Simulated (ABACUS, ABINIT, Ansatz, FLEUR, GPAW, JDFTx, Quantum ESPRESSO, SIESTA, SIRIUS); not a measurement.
## Ge: 9 runs at one level of theory

```
Ge
1.0
     3.99759    0.00000    0.00000
    -1.99879    3.46201    0.00000
     0.00000    0.00000    6.59938
Ge
4
Direct
  0.32803 0.66489 0.93959
  0.67763 0.33919 0.43330
  0.34363 0.67052 0.56725
  0.67313 0.32691 0.06117
```

This isn't the form of Ge at room conditions, which is diamond.

Atoms were shifted at random by some hundredths of an Å from the given cell, which wasn't relaxed again for these runs.

Alike in all runs: task single point; functional PBEsol; k mesh 8 × 8 × 4; occupations fermi-dirac, width 0.05 eV; no spin polarisation; no spin-orbit coupling. Pressure is positive in compression and, in plane waves, holds the error of the finite cutoff.

```tsv
program and potentials	plane-wave cutoff (eV)	notes	band gap (eV)	pressure (GPa)	largest force (eV/Å)	energy over the undisturbed cell (meV/atom)
ABINIT, PseudoDojo NC SR PBEsol v0.4.1 standard	1061	14 valence electrons an atom on average	0.10	0.02	0.629	-
Ansatz, all-electron LAPW, scalar-relativistic	-	-	0.10	0.03	0.628	-
SIRIUS, PseudoDojo 0.4.1 PBEsol standard (scalar relativistic)	1078	14 valence electrons an atom on average	0.10	0.04	0.628	-
JDFTx, PseudoDojo-SR-PBEsol-0.4.1-standard with smoothed tails	1061	14 valence electrons an atom on average	0.10	0.02	0.628	-
FLEUR, all-electron, FLAPW	-	-	0.09	-	0.628	-
SIESTA, files PseudoDojo sr-pbesol-0.4.1-standard, DZP (energy shift 0.003 Ry; two zetas on semicore shells)	-	atomic basis; 14 valence electrons an atom on average	0.07	1.27	0.667	7.67
GPAW, PAW data sets generated for this functional	600	4 valence electrons an atom on average	0.07	0.31	0.648	7.86
Quantum ESPRESSO, GBRV 1.5 PBEsol	612	14 valence electrons an atom on average	?	?	?	?
ABACUS, PseudoDojo NC SR 0.4.1 PBEsol standard, plane waves	1075	14 valence electrons an atom on average	0.10	0.03	0.628	7.67
```

Estimate from the other rows what the run with Quantum ESPRESSO, GBRV 1.5 PBEsol gave.

Band gap 0.10 eV; pressure -0.19 GPa; largest force 0.628 eV/Å; energy over the undisturbed cell 7.67 meV/atom. The other rows, which needn't bracket it: band gap 0.07 to 0.10; pressure 0.02 to 1.27; largest force 0.628 to 0.667; energy over the undisturbed cell 7.67 to 7.86.
